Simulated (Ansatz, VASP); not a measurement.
## Ga3P3H4 (GaP wire along [110], 24 atoms a period, H-terminated): VASP beside Ansatz

Wanted: the spread between two codes on one cell, functional and k mesh. The structure shown is the start of the Ansatz relaxation below; VASP solves that cell, so the two are compared at the walk's first step.

Main program and level: Ansatz 0.2.0; plane waves, with VASP 6.6.1 beside it; single point at PBE.

## (1) Starting point

The cell holds 40 atoms: 16 H, 12 Ga and 12 P. Its edges and angles: a = 20.935 Å, b = 19.121 Å, c = 3.896 Å, α = 90.0°, β = 90.0°, γ = 90.0°. Vacuum lies along a and b. The structure's axis is c.

## (2) Ansatz: relaxation, PBE

Ansatz runs on its PAW soft_1 files.

The two programs are compared at the cell with which this relaxation starts, whose forces are those of its first step.

input.yaml reads:

```yaml
crystal:
  lattice:
    - [20.935, 0.0, 0.0]
    - [0.0, 19.121, 0.0]
    - [0.0, 0.0, 3.8961583643]
  atoms:
    - { symbol: H, position: [0.162407452, 0.381578284, 0.0] }
    - { symbol: Ga, position: [0.205981057, 0.449046753, 0.0] }
    - { symbol: P, position: [0.403377761, 0.347165095, 0.0] }
    - { symbol: H, position: [0.425603057, 0.177814968, 0.0] }
    - { symbol: Ga, position: [0.469176662, 0.245283437, 0.0] }
    - { symbol: Ga, position: [0.469176662, 0.449046753, 0.0] }
    - { symbol: P, position: [0.666573366, 0.347165095, 0.0] }
    - { symbol: H, position: [0.706010237, 0.28610186, 0.0] }
    - { symbol: Ga, position: [0.732372268, 0.449046753, 0.0] }
    - { symbol: H, position: [0.232343088, 0.652810069, 0.200322728] }
    - { symbol: H, position: [0.775945873, 0.652810069, 0.331111951] }
    - { symbol: P, position: [0.271779958, 0.652810069, 0.5] }
    - { symbol: P, position: [0.271779958, 0.449046753, 0.5] }
    - { symbol: H, position: [0.294005254, 0.279696626, 0.5] }
    - { symbol: H, position: [0.294005254, 0.822160196, 0.5] }
    - { symbol: Ga, position: [0.33757886, 0.347165095, 0.5] }
    - { symbol: Ga, position: [0.33757886, 0.550928411, 0.5] }
    - { symbol: Ga, position: [0.33757886, 0.754691727, 0.5] }
    - { symbol: P, position: [0.534975564, 0.245283437, 0.5] }
    - { symbol: P, position: [0.534975564, 0.652810069, 0.5] }
    - { symbol: P, position: [0.534975564, 0.449046753, 0.5] }
    - { symbol: H, position: [0.55720086, 0.822160196, 0.5] }
    - { symbol: H, position: [0.574412434, 0.184220202, 0.5] }
    - { symbol: Ga, position: [0.600774465, 0.347165095, 0.5] }
    - { symbol: Ga, position: [0.600774465, 0.550928411, 0.5] }
    - { symbol: Ga, position: [0.600774465, 0.754691727, 0.5] }
    - { symbol: P, position: [0.798171169, 0.449046753, 0.5] }
    - { symbol: H, position: [0.83760804, 0.387983518, 0.5] }
    - { symbol: H, position: [0.83760804, 0.510109988, 0.5] }
    - { symbol: H, position: [0.775945873, 0.652810069, 0.668888049] }
    - { symbol: H, position: [0.232343088, 0.652810069, 0.799677272] }
    - { symbol: H, position: [0.162407452, 0.516515222, 0.0] }
    - { symbol: P, position: [0.403377761, 0.550928411, 0.0] }
    - { symbol: P, position: [0.403377761, 0.754691727, 0.0] }
    - { symbol: H, position: [0.442814631, 0.815754962, 0.0] }
    - { symbol: Ga, position: [0.469176662, 0.652810069, 0.0] }
    - { symbol: P, position: [0.666573366, 0.550928411, 0.0] }
    - { symbol: P, position: [0.666573366, 0.754691727, 0.0] }
    - { symbol: H, position: [0.706010237, 0.815754962, 0.0] }
    - { symbol: Ga, position: [0.732372268, 0.652810069, 0.0] }
kpoints:
  mp_grid: { grid: [1, 1, 21] }
scf:
  occupations: { method: fermi_dirac, width: 0.05 }
hamiltonian:
  xc: pbe
  pseudopotentials: { kind: paw, azcp: { folder: soft_1 } }
relax:
  cell: { fix: [a, b, alpha, beta, gamma] }
  max_steps: 45
  f_tol: 0.03
```

Command:

```console
ansatz run input.yaml --threads 4 --pin off --max-ram 16384MiB --backend cpu --events-out ev --progress --plain --runs-dir out
```

Numbers of over 12 decimals in the logs are rounded to 6 here.

Log:

```text
Engine: ansatz 0.2.0, x86_64-unknown-linux-gnu
Pseudopotentials: kind: paw
Pseudopotential: H, paw, valence charge 1, recommended cutoff 420 eV (normal), soft_1/H.paw.azcp
Pseudopotential: Ga, paw, valence charge 13, recommended cutoff 420 eV (normal), soft_1/Ga.paw.azcp
Pseudopotential: P, paw, valence charge 5, recommended cutoff 420 eV (normal), soft_1/P.paw.azcp
Functional definition: PBE
  parameter kappa = 0.804
  parameter beta = 0.066725
  exchange = pbe_x(kappa = kappa, mu = beta*pi^2/3)
  correlation = pbe_c(beta = beta)
Crystal: 40 atoms, lattice volume = 1559.625 Å³
Basis set: ecut = 420 eV, 30599 PW (Γ), exchange–correlation on 288×256×54 points (8 copies of the dense FFT grid, shifted against one another)
Bands: 156, of which v1, the nominal top of the filled ones, is band 116 counted from 1 (115 counted from 0)
Symmetry: 2 space group operations
Space group: Pm (ITA 6), of the structure as read, at distance tolerance 1.2e-4 Å
k-points: 11 of 21
Non-local potential: H, projectors of the file, l = 0: 2, l = 1: 1
Non-local potential: Ga, projectors of the file, l = 0: 2, l = 1: 2, l = 2: 3, l = 3: 1
Non-local potential: P, projectors of the file, l = 0: 2, l = 1: 2, l = 2: 1
PAW form: soft (Blöchl's): semilocal exchange-correlation on the pseudo side does not see the compensation charge
PAW one-centre angular grid: H, 110 points (default); XC on 64 Gauss nodes
PAW one-centre angular grid: Ga, 590 points (default); XC on 64 Gauss nodes
PAW one-centre angular grid: P, 110 points (default); XC on 64 Gauss nodes
Initial density: superposition of atomic densities (neutral atoms: chi_scale 0, normalization atom)
Initial wavefunctions: pseudopotential atomic-orbital guess
Functional: x = pbe(κ = 0.804, μ = 0.219515), c = pbe(β = 0.066725)
SCF iter   1: F=—  HF=-54730.199593 eV  |F-HF|=—  |Δ(HF+E_count)|=         —  Δρ=3.87e-2  dr2=2.53e1  ethr=3.10e-3  ⟨swp⟩=9.0  Hψ=8720  notcnv=0  defer=135
preconditioner: auto → Resta (q_TF=auto, 1.986 Å⁻¹)  ε∞=2.1  [insulator: Δε(μ)=2.110 eV  Ē_g=13.776 eV  σ=0.050 eV  W_gap=1.00  n_scr=210 (ndim 8)  ℏωp=14.3 eV  f_vac=0.528  D(μ)=0.00/eV (n_scr^D=0)  ε∞_Penn≈2.1  vacuum switching on, ρ_ref=1.4e-2 e/Å³]
SCF iter   2: F=—  HF=-54723.634918 eV  |F-HF|=—  |Δ(HF+E_count)|=    6.56e0  Δρ=1.81e-2  dr2=4.65e0  ethr=3.10e-3  ⟨swp⟩=4.1  Hψ=3795  notcnv=0  defer=363
preconditioner: auto → LDOS  [metal: Δε(μ)=0.099 eV  Ē_g=14.002 eV  σ=0.050 eV  W_gap=0.46  n_scr=210 (ndim 8)  ℏωp=14.3 eV  f_vac=0.542  D(μ)=1.85/eV (n_scr^D=8)  β→1.0]
SCF iter   3: F=—  HF=-54724.654667 eV  |F-HF|=—  |Δ(HF+E_count)|=    1.02e0  Δρ=9.46e-3  dr2=8.45e0  ethr=2.01e-3  ⟨swp⟩=4.0  Hψ=3539  notcnv=0  defer=302
SCF iter   4: F=—  HF=-54722.860490 eV  |F-HF|=—  |Δ(HF+E_count)|=    1.79e0  Δρ=4.16e-3  dr2=1.62e0  ethr=2.01e-3  ⟨swp⟩=4.2  Hψ=4034  notcnv=0  defer=267
SCF iter   5: F=—  HF=-54722.627944 eV  |F-HF|=—  |Δ(HF+E_count)|=   2.33e-1  Δρ=2.03e-3  dr2=1.75e-1  ethr=6.97e-4  ⟨swp⟩=3.3  Hψ=2260  notcnv=0  defer=280
SCF iter   6: F=—  HF=-54722.625293 eV  |F-HF|=—  |Δ(HF+E_count)|=   2.65e-3  Δρ=8.57e-4  dr2=7.61e-2  ethr=7.56e-5  ⟨swp⟩=4.4  Hψ=3164  notcnv=0  defer=280
SCF iter   7: F=—  HF=-54722.615604 eV  |F-HF|=—  |Δ(HF+E_count)|=   9.69e-3  Δρ=3.95e-4  dr2=1.28e-2  ethr=3.28e-5  ⟨swp⟩=2.2  Hψ=1935  notcnv=0  defer=277
SCF iter   8: F=—  HF=-54722.614579 eV  |F-HF|=—  |Δ(HF+E_count)|=   1.02e-3  Δρ=1.83e-4  dr2=9.57e-4  ethr=5.50e-6  ⟨swp⟩=1.8  Hψ=1726  notcnv=0  defer=277
SCF iter   9: F=—  HF=-54722.614812 eV  |F-HF|=—  |Δ(HF+E_count)|=   2.34e-4  Δρ=1.02e-4  dr2=3.64e-4  ethr=4.12e-7  ⟨swp⟩=2.3  Hψ=2098  notcnv=0  defer=277
SCF iter  10: F=—  HF=-54722.614808 eV  |F-HF|=—  |Δ(HF+E_count)|=   3.90e-6  Δρ=4.79e-5  dr2=4.87e-5  ethr=1.57e-7  ⟨swp⟩=2.0  Hψ=1779  notcnv=0  defer=277
[...]
SCF iter  13: F=—  HF=-54722.614647 eV  |F-HF|=—  |Δ(HF+E_count)|=   1.74e-6  Δρ=6.73e-6  dr2=7.63e-7  ethr=1.33e-9  ⟨swp⟩=2.0  Hψ=1896  notcnv=0  defer=280
SCF iter  14: F=—  HF=-54722.614648 eV  |F-HF|=—  |Δ(HF+E_count)|=   7.69e-7  Δρ=2.89e-6  dr2=1.25e-7  ethr=3.29e-10  ⟨swp⟩=2.2  Hψ=1989  notcnv=0  defer=280
SCF iter  15: F=-54722.614648 eV  HF=-54722.614648 eV  |F-HF|=2.83e-8  |Δ(HF+E_count)|=   1.44e-7  Δρ=1.41e-6  dr2=4.07e-8  ethr=4.31e-11  ⟨swp⟩=5.0  Hψ=5123  notcnv=0
SCF 1 converged in 15 iterations: F = -54722.614648 eV  dr2 = 4.07e-8
  greatest PAW one-centre occupation: 0.994 electrons in one spin orbital (limit 2), on the Ga atom at site 16 (counted from 0), in its partial waves of l = 2
[...]
SCF iter   2: F=—  HF=-54723.576584 eV  |F-HF|=—  |Δ(HF+E_count)|=   2.21e-2  Δρ=1.04e-4  dr2=5.99e-6  ethr=7.40e-9  ⟨swp⟩=3.5  Hψ=4275  notcnv=0
SCF iter   3: F=—  HF=-54723.586476 eV  |F-HF|=—  |Δ(HF+E_count)|=   9.89e-3  Δρ=2.08e-5  dr2=1.84e-6  ethr=2.58e-9  ⟨swp⟩=4.3  Hψ=4100  notcnv=0  defer=1
SCF iter   4: F=—  HF=-54723.587170 eV  |F-HF|=—  |Δ(HF+E_count)|=   6.94e-4  Δρ=2.32e-6  dr2=1.32e-7  ethr=7.95e-10  ⟨swp⟩=2.4  Hψ=3319  notcnv=0  defer=8
SCF iter   5: F=—  HF=-54723.587179 eV  |F-HF|=—  |Δ(HF+E_count)|=   9.37e-6  Δρ=8.62e-7  dr2=2.64e-8  ethr=5.68e-11  ⟨swp⟩=2.1  Hψ=2054  notcnv=0  defer=10
[...]
basis re-selected at this cell: Δ(F+E_penalty+E_count) = -5.815e-3 eV, ΔP = +0.002 GPa vs the last step (what re-selecting the basis moved, of the pressure what is left beyond the Pulay correction that the steps carried, after the strain that the cell walked since its last selection, with what the two solves' SCF thresholds leave and, on support functions, any second-order correction that the steps lacked; it is no m [...]
SCF converged after 8 iterations
Free energy (F): -54723.587180 eV
Harris-Foulkes:  -54723.587180 eV  (|F-HF|=4.09e-8)
Internal energy: -54723.586103 eV  (E = F + TS)
E sigma→0 (E₀):  -54723.586642 eV
Entropy (-TS):   -0.001077 eV (-0.027 meV/atom)
Fermi energy:    -0.015922 eV
--- Per-component energies (eV) ---
  E_band       = -2516.685627
  E_kinetic    = 2367.014099
  E_local      = -107356.110572  (includes V_loc(G=0)·N_el)
  E_nonlocal   = -715.754675
  E_hartree    = 54878.544293
  E_xc         = -1768.585172
  E_vxc        = -1575.485581  (∫ρ·V_xc dr)
  E_paw        = -30607.916684  (= ΣΔE_a)
  E_vpaw       = -4993.419267  (= ΣTr[D̂ρ^β])
  E_aug_tail   = -0.017792  (compensation charges beyond the density's cutoff)
  E_ewald      = 28479.240399
  E_smearing   = -0.001077  (= −TS)
  E_closure    = -0.000000  (closes the sum)
  Σ components = -54723.587180   (vs F -54723.587180, Δ=0.00e0)
--- Forces (eV/Å), atoms counted from 1 ---
  atom   1  H      0.00399016     0.00974209     0.00000000
  atom   2  Ga    -0.01380045    -0.00566657     0.00000000
  atom   3  P      0.00001965    -0.00144798     0.00000000
  atom   4  H      0.00036374    -0.00076984     0.00000000
  atom   5  Ga    -0.00055184     0.00029706     0.00000000
  atom   6  Ga     0.00264249     0.00064338     0.00000000
  atom   7  P     -0.00041048     0.00020845     0.00000000
  atom   8  H      0.00007355    -0.00074437     0.00000000
  atom   9  Ga     0.00125800     0.00179860     0.00000000
  atom  10  H     -0.00178319    -0.00005312    -0.00290169
  atom  11  H     -0.00005460    -0.00103304     0.00059584
  atom  12  P      0.00741786     0.00443609     0.00000000
  atom  13  P      0.00697584    -0.00605639     0.00000000
  atom  14  H     -0.00011352    -0.00008993     0.00000000
  atom  15  H      0.00072458    -0.00063031     0.00000000
  atom  16  Ga    -0.00005554    -0.00082914     0.00000000
  atom  17  Ga     0.00578895     0.00143574     0.00000000
  atom  18  Ga     0.00119718     0.00073507     0.00000000
  atom  19  P      0.00241129    -0.00155338     0.00000000
  atom  20  P     -0.00100320     0.00333705     0.00000000
  atom  21  P      0.00079924    -0.00084904     0.00000000
  atom  22  H     -0.00051618     0.00060842     0.00000000
  atom  23  H     -0.00209709    -0.00144081     0.00000000
  atom  24  Ga     0.00026592     0.00211469     0.00000000
[...]
atom  33  P     -0.00244464    -0.00151231     0.00000000
  atom  34  P     -0.00485862     0.00083014     0.00000000
  atom  35  H      0.00158603    -0.00384763     0.00000000
  atom  36  Ga     0.00467728    -0.00183265     0.00000000
  atom  37  P      0.00235303     0.00034911     0.00000000
  atom  38  P      0.00002697     0.00375337     0.00000000
  atom  39  H      0.00021464    -0.00307126     0.00000000
  atom  40  Ga    -0.00258013    -0.00029656     0.00000000
  max |Σ_I F_I| component: 2.75e-6 eV/Å
--- Stress (GPa, compression-positive) ---
       -0.030012      -0.002961       0.000000
       -0.002961      -0.000876       0.000000
        0.000000       0.000000       0.004859
  P = ⅓ Tr σ = -0.0087 GPa (-0.087 kbar)
--- Relaxed structure (8 steps of the walk, 8 accepted, 1 SCFs on fresh bases) ---
  F+E_penalty+E_count = -54723.58718019 eV   max|allowed force component| = 1.380e-2 eV/Å   (the final SCF, on the basis selected at the relaxed cell)
  cell:  # Å, volume = 1595.5601 Å³
    - [20.935, 0, 0.0]
    - [0, 19.121, 0.0]
    - [0.0, 0.0, 3.985929]
  atoms:
    - { symbol: H, position: [0.154441, 0.397009, 0] }
    - { symbol: Ga, position: [0.205527, 0.456871, 0] }
    - { symbol: P, position: [0.402099, 0.344311, 0] }
    - { symbol: H, position: [0.430212, 0.169873, 0] }
    - { symbol: Ga, position: [0.464983, 0.242155, 0] }
    - { symbol: Ga, position: [0.467919, 0.443863, 0] }
    - { symbol: P, position: [0.662834, 0.352337, 0] }
    - { symbol: H, position: [0.704971, 0.293750, 0] }
    - { symbol: Ga, position: [0.725144, 0.455617, 0] }
    - { symbol: H, position: [0.237158, 0.647381, 0.235233] }
    - { symbol: H, position: [0.780979, 0.647460, 0.321702] }
    - { symbol: P, position: [0.282308, 0.648017, 0.5] }
    - { symbol: P, position: [0.270993, 0.443243, 0.5] }
    - { symbol: H, position: [0.297414, 0.270667, 0.5] }
    - { symbol: H, position: [0.291637, 0.823801, 0.5] }
    - { symbol: Ga, position: [0.335272, 0.341318, 0.5] }
    - { symbol: Ga, position: [0.340527, 0.537297, 0.5] }
    - { symbol: Ga, position: [0.336794, 0.758924, 0.5] }
    - { symbol: P, position: [0.531128, 0.248760, 0.5] }
    - { symbol: P, position: [0.535048, 0.653381, 0.5] }
    - { symbol: P, position: [0.533802, 0.449226, 0.5] }
    - { symbol: H, position: [0.558156, 0.824597, 0.5] }
    - { symbol: H, position: [0.573854, 0.190681, 0.5] }
    - { symbol: Ga, position: [0.596951, 0.347931, 0.5] }
    - { symbol: Ga, position: [0.599542, 0.551172, 0.5] }
    - { symbol: Ga, position: [0.600603, 0.756827, 0.5] }
    - { symbol: P, position: [0.790301, 0.455778, 0.5] }
    - { symbol: H, position: [0.837929, 0.402845, 0.5] }
    - { symbol: H, position: [0.829255, 0.516502, 0.5] }
    - { symbol: H, position: [0.780979, 0.647460, 0.678298] }
    - { symbol: H, position: [0.237158, 0.647381, 0.764767] }
    - { symbol: H, position: [0.184095, 0.536329, 0] }
    - { symbol: P, position: [0.404809, 0.547730, 0] }
    - { symbol: P, position: [0.400315, 0.747257, 0] }
    - { symbol: H, position: [0.439920, 0.807774, 0] }
    - { symbol: Ga, position: [0.471255, 0.648371, 0] }
    - { symbol: P, position: [0.664258, 0.556644, 0] }
    - { symbol: P, position: [0.664318, 0.745945, 0] }
    - { symbol: H, position: [0.700784, 0.808945, 0] }
    - { symbol: Ga, position: [0.740824, 0.652890, 0] }
```

(Part 1 of 2 ends here.)

[Lines on the potential files, build, host, timing and source positions are cut from VASP's logs without a mark.]

[Logs are printed without paths, hosts, clocks, repeated set-up lines and the standing remarks that a program may print on its own settings, such as how far it seeks lower states.]

[Hosts, paths, dates, database ids (printed as entryN), source tags and the programs' standing remarks are cut or masked in the printed files.]
